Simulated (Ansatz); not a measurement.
This P structure is the end of a relaxation. The cell was found from a structure generator's guess, not taken from experiment.

Method: Ansatz, DFT PBE, scalar-relativistic, plane waves, PAW. Cutoff 420 eV, Γ-centred mesh, Gaussian smearing, no spin polarisation.

```yaml
crystal:
  lattice:
    - [6.19328, 0.00000, 0.00000]
    - [0.00000, 6.19328, 0.00000]
    - [0.00000, 0.00000, 2.45018]
  atoms:
    - { symbol: P, position: [0.50000, 0.50000, 0.00000] }
    - { symbol: P, position: [0.00000, 0.00000, 0.00000] }
    - { symbol: P, position: [0.87036, 0.62964, 0.00000] }
    - { symbol: P, position: [0.12964, 0.37036, 0.00000] }
    - { symbol: P, position: [0.62964, 0.12964, 0.00000] }
    - { symbol: P, position: [0.37036, 0.87036, 0.00000] }
```

Energies count from the standard state of P at the same level. The references include black phosphorus.

**Question.** Find its symmetry and describe it.

**Answer.** P4/mbm (No. 127). Conventional cell: a = 6.193 Å, c = 2.450 Å. P on a site of symmetry 4/m has 6 P at 2.43–2.45 Å; around P on a site of symmetry m2m lie 1 P at 2.27 Å and 4 P at 2.43–2.45 Å.

**Question.** How far does it lie from the standard state of P?

**Answer.** +0.18 eV/atom. So it is a metastable form at best.

**Question.** Is it a metal?

**Answer.** Yes, bands cross the Fermi level on the 6×6×16 mesh.

**Question.** From what recipe could a structure generator have reached it?

**Answer.** One such recipe: 5-, 6-connected net of one element (P4/mbm, No. 127). Other recipes can lead to the same cell.

The last run used a 6×6×16 mesh (in the run's order of axes) for its 6-atom cell and Gaussian smearing of 0.10 eV. The reference form of P is held partly by dispersion forces, which this level lacks. A structure relaxed within its symmetry needn't be a true minimum. Another cell of P relaxed alike, in Fm-3m, lies 13 meV/atom lower, so this cell isn't the stable form at this level.
